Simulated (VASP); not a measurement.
The system is CsSnBr3.

```
CELL_PARAMETERS angstrom
5.83901 0.00000 0.00000
0.00000 5.83901 0.00000
0.00000 0.00000 5.83901
ATOMIC_POSITIONS crystal
Cs 0.00000 0.00000 0.00000
Sn 0.50000 0.50000 0.50000
Br 0.50000 0.00000 0.50000
Br 0.50000 0.50000 0.00000
Br 0.00000 0.50000 0.50000
```

The cell is a database's computed one.

- Program: VASP 6.6.1
- Task: relaxation of cell and atoms
- Functional: PBEsol
- Potentials or basis: VASP PAW PBE potentials, release 64 (Cs_sv, Sn_d, Br)
- Cutoff: 600 eV
- k mesh: 6 × 6 × 6
- Occupations: gaussian, width 0.03 eV
- Spin: no spin polarisation

At the start: pressure -0.8 GPa; volume 39.81 Å³/atom.

Question: How do energy, volume and symmetry change on relaxing?

Answer: Over 3 steps the energy falls by 3.6 meV/atom and the volume is 38.40 Å³/atom (-3.6 %); space group Pm-3m (No. 221, to 0.05 Å).

The path:
| step | energy change (eV) | largest force (eV/Å) | pressure (GPa) | volume (Å³) |
| --- | --- | --- | --- | --- |
| 1 | 0.0000 | 0.0000 | -0.77 | 199.07 |
| 2 | -0.0169 | 0.0000 | -0.19 | 193.58 |
| 3 | -0.0180 | 0.0000 | -0.02 | 191.98 |

Final structure:
```
CELL_PARAMETERS angstrom
5.76883 0.00000 0.00000
0.00000 5.76883 0.00000
0.00000 0.00000 5.76883
ATOMIC_POSITIONS crystal
Cs 0.00000 0.00000 0.00000
Sn 0.50000 0.50000 0.50000
Br 0.50000 0.00000 0.50000
Br 0.50000 0.50000 0.00000
Br 0.00000 0.50000 0.50000
```

Caveat: the PAW data sets were made with another functional, which shifts forces and pressure a little.
